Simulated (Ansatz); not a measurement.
# Kick test of a cell of LiF

The structure comes from a generated guess, relaxed at this level; another structure or a mixture of phases may lie lower.

Level of theory: DFT PBE, scalar-relativistic, plane waves, PAW (Ansatz). Cutoff 420 eV; k points 10×10×4 on the computed 6-atom cell (Γ-centred); Gaussian smearing, width 0.02 eV; no spin polarisation.

The cell below (6 atoms, space group C222 (No. 21)) is relaxed within its symmetry.

```yaml
crystal:
  lattice:
    - [1.48047, -2.56797, 0.00000]
    - [1.48047, 2.56797, 0.00000]
    - [0.00000, 0.00000, 7.36305]
  atoms:
    - { symbol: Li, position: [0.00000, 0.50000, 0.33337] }
    - { symbol: Li, position: [0.50000, 0.00000, 0.66663] }
    - { symbol: Li, position: [0.50000, 0.50000, 0.00000] }
    - { symbol: F, position: [0.50000, 0.00000, 0.16665] }
    - { symbol: F, position: [0.00000, 0.50000, 0.83335] }
    - { symbol: F, position: [0.00000, 0.00000, 0.50000] }
```

For the test a repeat of it with 12 atoms (edges 2.96, 2.96, 14.73 Å) was strained at random (σ = 1.5 % a component), the atoms were moved at random (σ = 0.05 Å), and all was relaxed again on a coarse 6×6×1 mesh (in the run’s order of axes) with 0.10 eV smearing, with no symmetry imposed.

Question: Does it come back?

Answer: It doesn't return. The energy falls by 58 meV/atom on that mesh, the volume changes by -9.8 %, and the end has space group Fm-3m (No. 225) at a loose tolerance. Relaxed again on a 10×10×10 mesh with 0.02 eV smearing, the new structure lies 58 meV/atom below the first (mesh in the axes of the run's cell; the cell below is made exact in the group named). Space group Fm-3m (No. 225), cubic, a = 4.069 Å. Li is surrounded by 6 F at 2.03 Å; F is surrounded by 6 Li at 2.03 Å.

Space group Fm-3m (No. 225). a = 4.069 Å, b = 4.069 Å, c = 4.069 Å, α = 90.00°, β = 90.00°, γ = 90.00°
```csv
atom,site,symmetry,x,y,z
Li,4b,m-3m,0.5000,0.0000,0.0000
F,4a,m-3m,0.0000,0.0000,0.0000
```
